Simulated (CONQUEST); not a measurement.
Runs of CONQUEST 1.3 on NbAs. The structure is tetragonal, space group I4_1md (No. 109). The conventional cell has a = 3.452 Å, b = 3.452 Å, c = 11.680 Å, α = 90.00°, β = 90.00°, γ = 90.00°. Nb (site symmetry 2mm) has 6 As at 2.60 to 2.63 Å as nearest neighbours. As (site symmetry 2mm) is surrounded by 6 Nb at 2.60 to 2.63 Å. 

```tsv
task	level	potentials or basis	cell	gap on the mesh (eV)	pressure (GPa)	V0 of scaled cells (Å³/atom)	B0 (GPa)	largest force (eV/Å)
equation of state	PBEsol	PseudoDojo NC PBEsol, DZP, grid of 36 × 36 × 120 points	as given	-	-	17.43	184	-
single point	PBEsol	PseudoDojo NC PBEsol, DZP, grid cutoff 120 Ha	atoms moved at random, drawn with an rms of 0.05 Å	none	1.2	-	-	1.62
equation of state	PBE	PseudoDojo NC PBE, DZP, grid of 36 × 36 × 120 points	as given	-	-	17.99	(b)	-
single point	PBEsol	PseudoDojo NC PBEsol, DZP, grid cutoff 120 Ha	as given	none	0.4	-	-	(a)
```

Alike in all rows: no spin polarisation; k mesh 8 × 8 × 3; smearing fermi-dirac 0.05 eV.

Task: Fill in the values left out.

Result: (a) 0.33; (b) 164.

Caveats: the basis of atomic orbitals isn't converged, which shifts pressures, moduli and gaps; the DZP basis gives volumes some 2 % larger than converged bases do, and moduli off by several per cent (some runs); the cell was scaled at fixed shape and fractional positions, which overstates the stiffness of a crystal with free parameters, most of all of layers and chains (some runs); the box holds several primitive cells, so bands are folded and the points are those of the box's own zone (some runs).

A k mesh can miss the band edges, and the runs leave out spin-orbit coupling on As, Nb.

A gap of «none» marks a metal or a gap under the smearing width.
